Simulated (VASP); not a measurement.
# AlP in VASP: relaxation of the atoms with PBEsol

Aim: the relaxation of the atoms of AlP with PBEsol.

All numbers are computed with VASP 6.6.1; they aren't measurements. Logs are shortened: lines on timing, memory, paths and dates and some standing lists are left out, and cuts for length are marked.

## 1. The slab as given

The cell holds a slab with vacuum, 6 atoms: a = 5.451 Å, b = 3.854 Å, c = 19.854 Å, α = 90.00°, β = 90.00°, γ = 90.00°.

## 2. Relaxation of the atoms, PBEsol

INCAR reads:

```
SYSTEM = AlP
  PREC = Accurate
  ENCUT = 520
  EDIFF = 1E-6
  ISMEAR = 0
  SIGMA = 0.05
  LREAL = .False.
  LASPH = .True.
  NELM = 60
  ALGO = Normal
  ISIF = 2
  LWAVE = .False.
  LCHARG = .False.
  LDIPOL = .True.
  IDIPOL = 3
  DIPOL = 0.5 0.5 0.500
  GGA = PS
  IBRION = 2
  NSW = 100
  EDIFFG = -0.015
  KPAR = 8
```

KPOINTS reads:

```
regular mesh
0
Gamma
  4 6 1
  0 0 0
```

POSCAR reads:

```
AlP
1.0
    5.4510000000      0.0000000000      0.0000000000
    0.0000000000      3.8544390640      0.0000000000
    0.0000000000      0.0000000000     19.8544390640
Al P
3 3
Direct
    0.5000000000      0.5000000000      0.4029325620
    0.0000000000      0.0000000000      0.5000000000
    0.5000000000      0.5000000000      0.5970674380
    0.7500000000      0.0000000000      0.4029325620
    0.2500000000      0.5000000000      0.5000000000
    0.7500000000      0.0000000000      0.5970674380
```

Potentials or basis: VASP PAW PBE potentials, release 64 (Al, P).

Started as:

```sh
$ cat potpaw_PBE.64/Al/POTCAR potpaw_PBE.64/P/POTCAR > POTCAR
$ mpirun -np 8 vasp_std > vasp.out
```

OUTCAR:

```text
SYSTEM = AlP
   PREC = Accurate
   ENCUT = 520
   EDIFF = 1E-6
   ISMEAR = 0
   LREAL = .False.
   LASPH = .True.
   NELM = 60
   ISIF = 2
   GGA = PS
   IBRION = 2
   NSW = 100
   EDIFFG = -0.015

 ion  position               nearest neighbor table
   1  0.500  0.500  0.403-   4 2.36   4 2.36   5 2.36
   2  0.000  0.000  0.500-   5 2.36   5 2.36   6 2.36   4 2.36
   3  0.500  0.500  0.597-   6 2.36   6 2.36   5 2.36
   4  0.750  0.000  0.403-   1 2.36   1 2.36   2 2.36
   5  0.250  0.500  0.500-   2 2.36   2 2.36   3 2.36   1 2.36
   6  0.750  0.000  0.597-   3 2.36   3 2.36   2 2.36

  LATTYP: Found a simple orthorhombic cell.
 ALAT       =     3.8544390640
 B/A-ratio  =     1.4142135625
 C/A-ratio  =     5.1510579709

  Lattice vectors:

 A1 = (   0.0000000000,  -3.8544390640,   0.0000000000)
 A2 = (   5.4510000000,   0.0000000000,   0.0000000000)
 A3 = (   0.0000000000,   0.0000000000,  19.8544390640)

Analysis of symmetry for initial positions (statically):
=====================================================================
 Subroutine PRICEL returns:
 Original cell was already a primitive cell.

 Routine SETGRP: Setting up the symmetry group for a
 simple orthorhombic supercell.

 Subroutine GETGRP returns: Found  4 space group operations
 (whereof  4 operations were pure point group operations)
 out of a pool of  8 trial point group operations.

The static configuration has the point symmetry C_2v.

Analysis of symmetry for dynamics (positions and initial velocities):
=====================================================================
 Subroutine PRICEL returns:
 Original cell was already a primitive cell.

 Routine SETGRP: Setting up the symmetry group for a
 simple orthorhombic supercell.

 Subroutine GETGRP returns: Found  4 space group operations
 (whereof  4 operations were pure point group operations)
 out of a pool of  8 trial point group operations.

The dynamic configuration has the point symmetry C_2v.

 Subroutine INISYM returns: Found  4 space group operations
 (whereof  4 operations are pure point group operations),
 and found     1 'primitive' translations

----------------------------------------------------------------------------------------

                                     Primitive cell

  volume of cell :     417.1526

  direct lattice vectors                    reciprocal lattice vectors
     5.451000000  0.000000000  0.000000000     0.183452578  0.000000000  0.000000000
     0.000000000  3.854439064  0.000000000     0.000000000  0.259441123  0.000000000
     0.000000000  0.000000000 19.854439064     0.000000000  0.000000000  0.050366570

  length of vectors
     5.451000000  3.854439064 19.854439064     0.183452578  0.259441123  0.050366570

  position of ions in fractional coordinates (direct lattice)
     0.500000000  0.500000000  0.402932562
     0.000000000  0.000000000  0.500000000
     0.500000000  0.500000000  0.597067438
     0.750000000  0.000000000  0.402932562
     0.250000000  0.500000000  0.500000000
     0.750000000  0.000000000  0.597067438

  ion indices of the primitive-cell ions
   primitive index   ion index
                 1           1
                 2           2
                 3           3
                 4           4
                 5           5
                 6           6

----------------------------------------------------------------------------------------

 KPOINTS: regular mesh

Automatic generation of k-mesh.
 Grid dimensions read from file:
 generate k-points for:    4    6    1

 Generating k-lattice:

  Cartesian coordinates                     Fractional coordinates (reciprocal lattice)
[... 31 lines left out ...]
   total plane-waves  NPLWV = 189000
   dimension x,y,z NGX =    42 NGY =   30 NGZ =  150
   dimension x,y,z NGXF=    84 NGYF=   60 NGZF=  300
   ions per type =               3   3
   NGX,Y,Z   is equivalent  to a cutoff of  12.81, 12.94, 12.56 a.u.
   NGXF,Y,Z  is equivalent  to a cutoff of  25.62, 25.88, 25.12 a.u.
 SYSTEM =  AlP
   PREC   = accura    normal or accurate (medium, high low for compatibility)
   ISTART =      0    job   : 0-new  1-cont  2-samecut
   ICHARG =      2    charge: 1-file 2-atom 10-const
   ISPIN  =      1    spin polarized calculation?
   LNONCOLLINEAR =      F non collinear calculations
   LSORBIT =      F    spin-orbit coupling
   LASPH  =      T    aspherical Exc in radial PAW
   ENCUT  =  520.0 eV  38.22 Ry    6.18 a.u.  10.14  7.17 36.92*2*pi/ulx,y,z
   NELM   =     60;   NELMIN=  2; NELMDL= -5     # of ELM steps
   EDIFF  = 0.1E-05   stopping-criterion for ELM
   LREAL  =      F    real-space projection
   EDIFFG = -.1E-01   stopping-criterion for IOM
   NSW    =    100    number of steps for IOM
   IBRION =      2    ionic relax: 0-MD 1-quasi-New 2-CG
   NFREE  =      1    steps in history (QN), initial steepest desc. (CG)
   ISIF   =      2    stress and relaxation
   ISYM   =      2    0-nonsym 1-usesym 2-fastsym
   POTIM  = 0.5000    time-step for ionic-motion
   TEBEG  =    0.0;   TEEND  =   0.0 temperature during run
   PSTRESS=    0.0 pullay stress
   NELECT =      24.0000    total number of electrons
   NUPDOWN=      -1.0000    fix difference up-down
   EMIN   =  10.00;   EMAX   =-10.00  energy-range for DOS
   EFERMI =   0.00;   METHOD = LEGACY
   ISMEAR =     0;   SIGMA  =   0.05  broadening in eV -4-tet -1-fermi 0-gaus
   EFERMI_NEDOS =   21; number of points for ismear=-14 and -15
   IALGO  =     38    algorithm
   IMIX   =      4    mixing-type and parameters
     AMIX     =   0.40;   BMIX     =  1.00
     AMIX_MAG =   1.60;   BMIX_MAG =  1.00
  volume/ion in A,a.u.               =      69.53       469.18
  Fermi-wavevector in a.u.,A,eV,Ry     =   0.631995  1.194297  5.434406  0.399418
  Thomas-Fermi vector in A             =   1.695160
   LORBIT       =      0    0 simple, 1 ext, 2 COOP (PROOUT), +10 PAW based schemes
   GGA     = PS    functional components
   LHFCALC =     F    Hartree Fock is set to
   AEXX    =    0.0000 exact exchange contribution
   IVDW    =     0    specifies the selected vdW correction
   LEPSILON=     F    determine dielectric tensor
   LRPA    =     F    only Hartree local field effects (RPA)
 conjugate gradient relaxation of ions
 non-spin polarized calculation
 Gauss-broadening in eV      SIGMA  =   0.05
  energy-cutoff  :      520.00
  volume of cell :      417.15
 maximum number of plane-waves:     11262
 NGX is ok and might be reduce to    42
   NGX = 21   NGY = 15   NGZ = 73

--------------------------------------- Ionic step        1  -------------------------------------------

 number of electron      24.0000003 magnetization

 Free energy of the ion-electron system (eV)
  ---------------------------------------------------
  ext. energy  EPLUGINS =         0.00000000
  ---------------------------------------------------
  free energy    TOTEN  =       -28.88771766 eV

  energy without entropy =      -28.88625511  energy(sigma->0) =      -28.88698639

------------------------ aborting loop because EDIFF is reached ----------------------------------------

  FORCE on cell =-STRESS in cart. coord.  units (eV):
  Direction    XX          YY          ZZ          XY          YZ          ZX
  --------------------------------------------------------------------------------------
  -------------------------------------------------------------------------------------
  Total       -4.3639675     -2.7859051      1.0065194      0.0000000      0.0000000      0.0000000
  in kB      -16.7608908    -10.6999542      3.8657853      0.0000000      0.0000000      0.0000000
  external PRESSURE =      -7.8650199 kB  Pullay stress =       0.0000000 kB
[... 101 lines left out ...]
  FREE ENERGIE OF THE ION-ELECTRON SYSTEM (eV)
  ---------------------------------------------------
  free  energy   TOTEN  =       -29.7324111679 eV

  energy  without entropy=      -29.7324111679  energy(sigma->0) =      -29.73241117

[... ionic steps 4 to 11 ...]

--------------------------------------- Ionic step       12  -------------------------------------------

 number of electron      24.0000003 magnetization

 dipolmoment           0.000000      0.000000      0.000000 electrons x Angstroem

------------------------ aborting loop because EDIFF is reached ----------------------------------------

  FORCE on cell =-STRESS in cart. coord.  units (eV):
  Direction    XX          YY          ZZ          XY          YZ          ZX
  --------------------------------------------------------------------------------------
  -------------------------------------------------------------------------------------
  Total       -1.7572571     -2.1588283     -0.0094517      0.0000000      0.0000000      0.0000000
  in kB       -6.7491783     -8.2915112     -0.0363015      0.0000000      0.0000000      0.0000000
  external PRESSURE =      -5.0256637 kB  Pullay stress =       0.0000000 kB
[... 67 lines left out ...]
--------------------------------------- Ionic step       14  -------------------------------------------

 number of electron      24.0000003 magnetization

 dipolmoment           0.000000      0.000000     -0.000000 electrons x Angstroem

 Free energy of the ion-electron system (eV)
  ---------------------------------------------------
  ext. energy  EPLUGINS =         0.00000000
  ---------------------------------------------------
  free energy    TOTEN  =       -30.21725435 eV

  energy without entropy =      -30.21725433  energy(sigma->0) =      -30.21725434

 E-fermi :  -2.4262     XC(G=0):  -3.4396

 val. band max:       -2.6008916861   @ k =   0.5000   0.0000   0.0000
 cond. band min:      -2.2515035525   @ k =   0.0000   0.5000   0.0000
 fundamental gap:      0.3493881336
 Fermi energy:        -2.4261966742

 k-point     1 :       0.0000    0.0000    0.0000
  band No.  band energies     occupation
      1     -13.6151      2.00000
      2     -12.1674      2.00000
      3     -11.6474      2.00000
      4      -7.5346      2.00000
      5      -5.6727      2.00000
      6      -5.6078      2.00000
[... 207 lines left out ...]
      5      -7.4355      2.00000
      6      -7.0959      2.00000
[... 8 lines left out ...]
     15       0.8341      0.00000
     16       1.3831      0.00000

------------------------ aborting loop because EDIFF is reached ----------------------------------------

 vacuum level on the upper side and lower side of the slab       (xc-potential included)        -0.129        -0.129

  FORCE on cell =-STRESS in cart. coord.  units (eV):
  Direction    XX          YY          ZZ          XY          YZ          ZX
  --------------------------------------------------------------------------------------
  -------------------------------------------------------------------------------------
  Total       -1.7496046     -2.1712383     -0.0292346      0.0000000      0.0000000      0.0000000
  in kB       -6.7197868     -8.3391749     -0.1122826      0.0000000      0.0000000      0.0000000
  external PRESSURE =      -5.0570814 kB  Pullay stress =       0.0000000 kB
[... 21 lines left out ...]
  FREE ENERGIE OF THE ION-ELECTRON SYSTEM (eV)
  ---------------------------------------------------
  free  energy   TOTEN  =       -30.2172543462 eV

  energy  without entropy=      -30.2172543344  energy(sigma->0) =      -30.21725434

 reached required accuracy - stopping structural energy minimisation

 vacuum level on the upper side and lower side of the slab         2.858         2.858
```

Run time: 6.9 min. Hardware: 8 MPI ranks of Intel Xeon Platinum 8259CL at 2.50GHz (Skylake/Cascade Lake), shared host; peak memory 0.55 GiB.

Results:

* Free energy: -30.2173 eV
* Energy gained by relaxing: 221.6 meV/atom
* Ionic steps: 14
* Largest force after relaxing: 0.013 eV/Å
* Band gap on the k mesh: 0.35 eV, indirect (least direct gap 0.54 eV)

Forces on the atoms (eV/Å):
```
Al   0.009  0.000  0.003
Al  -0.013  0.000  0.000
Al   0.009  0.000 -0.003
P   -0.001  0.000  0.000
P   -0.003  0.000  0.000
P   -0.001  0.000  0.000
```

The path:
```tsv
step	energy change (eV)	largest force (eV/Å)	pressure (GPa)
1	0.0000	1.9127	-0.79
2	-0.5349	1.3368	-0.59
3	-0.8447	1.3020	-0.30
4	-0.8562	1.4336	-0.25
5	-1.2191	0.6076	-0.72
6	-1.2543	0.5705	-0.90
7	-1.3047	0.3331	-0.85
8	-1.3163	0.2463	-0.78
9	-1.3248	0.1400	-0.67
10	-1.3248	0.1410	-0.67
11	-1.3285	0.0670	-0.58
12	-1.3294	0.0210	-0.50
13	-1.3295	0.0206	-0.50
14	-1.3295	0.0134	-0.51
```

Final structure:
```
Al P
1.0
     5.45100    0.00000    0.00000
     0.00000    3.85444    0.00000
     0.00000    0.00000   19.85444
Al P
3 3
Direct
  0.53818 0.50000 0.42100
  0.95547 0.00000 0.50000
  0.53818 0.50000 0.57900
  0.75177 0.00000 0.39283
  0.21464 0.50000 0.50000
  0.75177 0.00000 0.60717
```

Caveat: the PAW data sets were made with another functional, which shifts forces and pressure a little. Expect the measured gap to be larger: semilocal functionals such as PBEsol lack the derivative discontinuity.
